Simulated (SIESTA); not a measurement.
Runs of SIESTA 5.4.2 on NiO. The structure is cubic, space group Fm-3m (No. 225). The conventional cell has a = 4.172 Å, b = 4.172 Å, c = 4.172 Å, α = 90.00°, β = 90.00°, γ = 90.00°. Ni (site symmetry m-3m) has 6 O at 2.09 Å as nearest neighbours. O (site symmetry m-3m) is surrounded by 6 Ni at 2.09 Å. 

```tsv
task	level	potentials or basis	U	k mesh	hubbard projector method	U from the first cycle	broadening (eV)	window from (eV)	window to (eV)	energy shift	gap on the mesh (eV)	pressure (GPa)	moment (μB)
single point	PBEsol	PseudoDojo 0.4 standard (PBEsol files), DZP (energy shift 0.003 Ry; two zetas on semicore shells)	-	11 × 11 × 11	-	-	-	-	-	0.003 Ry	none	(b)	1.43
band structure	PBE	PseudoDojo 0.4 standard (PBE files), TZP (energy shift 0.002 Ry)	-	11 × 11 × 11	-	-	-	-	-	0.002 Ry	none	5.5	1.75
single point	LDA	PseudoDojo 0.4 standard (LDA files), DZP (energy shift 0.002 Ry)	-	8 × 8 × 8	-	-	-	-	-	0.002 Ry	none	-18.1	0.72
atomic charges	LDA	PseudoDojo 0.4 standard (LDA files), TZP (energy shift 0.002 Ry)	-	8 × 8 × 8	-	-	-	-	-	0.002 Ry	none	-18.9	0.72
density of states	PBEGcGxLO+U	PseudoDojo 0.4 standard (PBE files), TZDP (energy shift 0.01 Ry)	Ni d U = 4.5 eV	11 × 11 × 11	1	yes	0.2 eV	-10 eV	15 eV	0.01 Ry	1.43	-2.3	2.00
band structure	B86bPBE	PseudoDojo 0.4 standard (PBE files), DZP (energy shift 0.002 Ry)	-	11 × 11 × 11	-	-	-	-	-	0.002 Ry	none	8.1	(c)
band structure	PBE	PseudoDojo 0.4 standard (PBE files), DZDP (energy shift 0.002 Ry)	-	11 × 11 × 11	-	-	-	-	-	0.002 Ry	none	(a)	(d)
```

Alike in all rows: spin collinear, ferromagnetic start; cell as given; smearing fermi-dirac 0.05 eV; grid cutoff 800 Ry.

Problem. Estimate the missing entries.

Solution. (a) 6.4; (b) -6.7; (c) 1.78; (d) 1.76.

Caveats: the basis of atomic orbitals isn't converged, which shifts pressures, moduli and gaps; a cell with one magnetic atom can't hold antiferromagnetic order, which such compounds often take; semilocal functionals often make such compounds metallic where correlation or magnetic order opens a gap, which also shifts bond lengths (some runs); semicore shells carry a single zeta, which can move pressures by several GPa and volumes by a few percent (some runs); so large a pressure means that the cell lies far from this level's equilibrium, or that cutoff or potentials fall short (some runs); the potentials were made for another functional, which shifts forces and pressure (some runs); short orbitals over semicore shells can move pressures by several GPa (some runs).

A k mesh can miss the band edges.

A gap of «none» marks a metal or a gap under the smearing width.

Not every run made on this cell is shown here.
